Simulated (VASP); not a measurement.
Hf2N:

```xyz
3
Lattice="3.0802 0.0000 0.0000 -1.5401 2.6675 0.0000 0.0000 0.0000 5.8821" Properties=species:S:1:pos:R:3 pbc="T T T"
Hf    0.0000    0.0000    4.3965
Hf    0.0000    0.0000    1.4856
N     1.5401    0.8892    2.9411
```

The cell was built by a generator and needn't be a form met in nature.

* Program: VASP 6.6.1
* Task: relaxation of cell and atoms
* Functional: rev-vdW-DF2
* Potentials or basis: VASP PAW PBE potentials, release 64 (Hf_pv, N)
* Cutoff: 600 eV
* k mesh: 10 × 10 × 5
* Occupations: fermi-dirac, width 0.05 eV
* Spin: no spin polarisation

At the start: pressure -3.9 GPa; volume 16.11 Å³/atom.

How do energy, volume and symmetry change on relaxing?

Over 6 steps the energy falls by 5.1 meV/atom and the volume is 15.68 Å³/atom (-2.7 %); space group P-6m2 (No. 187, to 0.05 Å).

The path:
```csv
step,energy change (eV),largest force (eV/Å),pressure (GPa),volume (Å³)
1,0.0000,0.0888,-3.91,48.33
2,0.0223,0.7658,6.78,45.63
3,-0.0134,0.2169,-0.15,47.28
4,-0.0152,0.0227,0.00,47.06
5,-0.0153,0.0018,-0.02,47.08
6,-0.0154,0.0035,0.04,47.04
```

Final structure:
```yaml
crystal:
  lattice:
    - [3.05624, 0.00000, 0.00000]
    - [-1.52812, 2.64677, 0.00000]
    - [0.00000, 0.00000, 5.81541]
  atoms:
    - { symbol: Hf, position: [0.00000, 0.00000, 0.74871] }
    - { symbol: Hf, position: [0.00000, 0.00000, 0.25129] }
    - { symbol: N, position: [0.66667, 0.33333, 0.50000] }
```

Caveat: the PAW data sets were made with another functional, which shifts forces and pressure a little.
